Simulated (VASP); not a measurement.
# GaP: relaxed cell and band gap, by functional

GaP, F-43m (no. 216), 2 atoms in the cell.

| Functional | Volume (Å³/atom) | Change from the starting volume (fraction) | Gap, path and mesh (eV) | Time (s) |
|---|---|---|---|---|
| rev-vdW-DF2 | 20.53 | 0.014 | 1.56 | 265 |
| vdW-DF-cx | 20.23 | 0.000 | 1.52 | 282 |
| vdW-DF3-opt1 | 20.24 | 0.000 | 1.53 | 706 |
| vdW-DF3-opt2 | 20.45 | 0.010 | 1.54 | 850 |

## Input of the first row

INCAR.step1:
```
SYSTEM = GaP
AGGAC = 0.0
ALGO = Normal
EDIFF = 1E-7
EDIFFG = -0.002
ENCUT = 600
GGA = MK
GGA_COMPAT = .FALSE.
IBRION = 2
ISIF = 3
ISMEAR = 0
KPAR = 4
LASPH = .TRUE.
LCHARG = .FALSE.
LREAL = .FALSE.
LUSE_VDW = .TRUE.
LWAVE = .FALSE.
NELM = 150
NSW = 60
PARAM1 = 0.1234568
PARAM2 = 0.7114
PREC = Accurate
SIGMA = 0.02
ZAB_VDW = -1.8867
```

INCAR.step2, as INCAR.step1 but for:
```
- NSW = 60
+ NSW = 40
```

INCAR.step3, as INCAR.step2 but for:
```
- EDIFFG = -0.002
- IBRION = 2
- ISIF = 3
- NSW = 40
+ ISIF = 2
+ NBANDS = 16
```

KPOINTS:
```
k-points
0
Gamma
  6 6 6
```

KPOINTS_OPT:
```
path GXWKGLUWLK,UX
8
line-mode
reciprocal
 0.0000000000  0.0000000000  0.0000000000  G
 0.5000000000  0.0000000000  0.5000000000  X

 0.5000000000  0.0000000000  0.5000000000  X
 0.5000000000  0.2500000000  0.7500000000  W

 0.5000000000  0.2500000000  0.7500000000  W
 0.3750000000  0.3750000000  0.7500000000  K

 0.3750000000  0.3750000000  0.7500000000  K
 0.0000000000  0.0000000000  0.0000000000  G

 0.0000000000  0.0000000000  0.0000000000  G
 0.5000000000  0.5000000000  0.5000000000  L

 0.5000000000  0.5000000000  0.5000000000  L
 0.6250000000  0.2500000000  0.6250000000  U

 0.6250000000  0.2500000000  0.6250000000  U
 0.5000000000  0.2500000000  0.7500000000  W

 0.5000000000  0.2500000000  0.7500000000  W
 0.5000000000  0.5000000000  0.5000000000  L

 0.5000000000  0.5000000000  0.5000000000  L
 0.3750000000  0.3750000000  0.7500000000  K

 0.6250000000  0.2500000000  0.6250000000  U
 0.5000000000  0.0000000000  0.5000000000  X
```

POSCAR.step1:
```
GaP
1.0
    0.0000000000      2.7252500000      2.7252500000
    2.7252500000      0.0000000000      2.7252500000
    2.7252500000      2.7252500000      0.0000000000
Ga P
1 1
Direct
    0.0000000000      0.0000000000      0.0000000000
    0.7500000000      0.7500000000      0.7500000000
```

Commands (each step's output is kept before the next begins):
```
cat potpaw_PBE.64/Ga_d/POTCAR potpaw_PBE.64/P/POTCAR > POTCAR
cp INCAR.step1 INCAR
cp POSCAR.step1 POSCAR
mpirun -np 4 vasp_std > vasp.out
cp CONTCAR POSCAR
rm WAVECAR CHG
cp INCAR.step2 INCAR
mpirun -np 4 vasp_std > vasp.out
cp CONTCAR POSCAR
rm WAVECAR CHG
cp INCAR.step3 INCAR
mpirun -np 4 vasp_std > vasp.out
```

Changes of the last row against the first:
```
(all steps)
- PARAM2 = 0.7114
+ PARAM2 = 0.58
+ IVDW_NL = 4
```

VASP 6.6.1 took 265 s on 4 cores (Intel Xeon Platinum 8259CL @ 2.50GHz (Skylake/Cascade Lake)), a shared host.
